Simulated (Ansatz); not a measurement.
# GeSe: the cost of one run

All numbers are computed with Ansatz 0.2.0 through its Python package. Level of theory: DFT PBE, plane waves, PAW.

**1. Starting point**

Symmetry: Pnma, No. 62, orthorhombic system. Conventional cell: a = 10.790 Å, b = 3.820 Å, c = 4.380 Å, α = 90.00°, β = 90.00°, γ = 90.00°. Ge (site symmetry m) has 3 Se at 2.54 to 2.58 Å as nearest neighbours. Se (site symmetry m) is surrounded by 3 Ge at 2.54 to 2.58 Å.

The script holds or builds the structure itself.

**2. The code**

Contents of gese_slab.py:

```python
'''Cutting and solving a surface of GeSe.'''

import ansatz as az
from ase import Atoms
from ase.build import surface
import numpy as np


def main() -> None:
    atoms = Atoms(
        ['Ge', 'Ge', 'Ge', 'Ge', 'Se', 'Se', 'Se', 'Se'],
        scaled_positions=[
            (0.121, 0.75, 0.894),
            (0.621, 0.75, 0.606),
            (0.379, 0.25, 0.394),
            (0.879, 0.25, 0.106),
            (0.852, 0.75, 0.497),
            (0.352, 0.75, 0.003),
            (0.648, 0.25, 0.997),
            (0.148, 0.25, 0.503),
        ],
        cell=[
            (10.79, 0.0, 0.0),
            (0.0, 3.82, 0.0),
            (0.0, 0.0, 4.38),
        ],
        pbc=True,
    )
    # Miller indices count the vectors of the cell as typed
    slab = surface(atoms, (1, 0, 0), 2, vacuum=8.0)
    slab.pbc = (True, True, False)

    print(slab.get_chemical_formula(), 'area {:.3f} A^2, cell height {:.2f} A'.format(np.linalg.norm(np.cross(slab.cell[0], slab.cell[1])), slab.cell[2, 2]))


    def prepared(structure):
        return (
            az.Crystal.from_ase(structure).calculation()
            .occupations('Methfessel-Paxton')
        )


    base = prepared(slab).kpoints(4, 4, 1).potential().forces()
    outcome = base.run()
    summary = outcome.report

    print(f'slab free energy {summary["free_energy_ev"]:.4f} eV, Fermi level {summary["fermi_energy_ev"]:.3f} eV')
    print('vacuum reading:', {k: round(v, 3) for k, v in summary.get('vacuum', {}).items() if isinstance(v, float)})

    # surface energy from the bulk energy at the same settings
    bulk = prepared(atoms).kpoints(3, 7, 6).run().report
    excess = summary['free_energy_ev'] - bulk['free_energy_ev'] * len(slab) / len(atoms)
    area = np.linalg.norm(np.cross(slab.cell[0], slab.cell[1]))
    print(f'mean surface energy {excess / (2 * area) * 16.02177:.3f} J/m^2 ({1000 * excess / (2 * area):.1f} meV/A^2)')

    v = outcome.potential()
    profile = (v.v_es_ev + (0 if v.v_field_ev is None else v.v_field_ev)).mean(axis=(0, 1))
    height = outcome.lattice.cell_ang[2][2]
    print('z (A)   planar potential less the Fermi level (eV)')
    for i in range(0, len(profile), max(len(profile) // 24, 1)):
        print(f'{i * height / len(profile):6.2f} {profile[i] - summary["fermi_energy_ev"]:9.3f}')


if __name__ == '__main__':
    main()
```

**3. Running it**

Command:

```sh
$ python gese_slab.py
```

What time and memory should one allow on 1 thread of Arm Neoverse V2, shared host?

About 2.2 min, with a peak of 2 GiB.
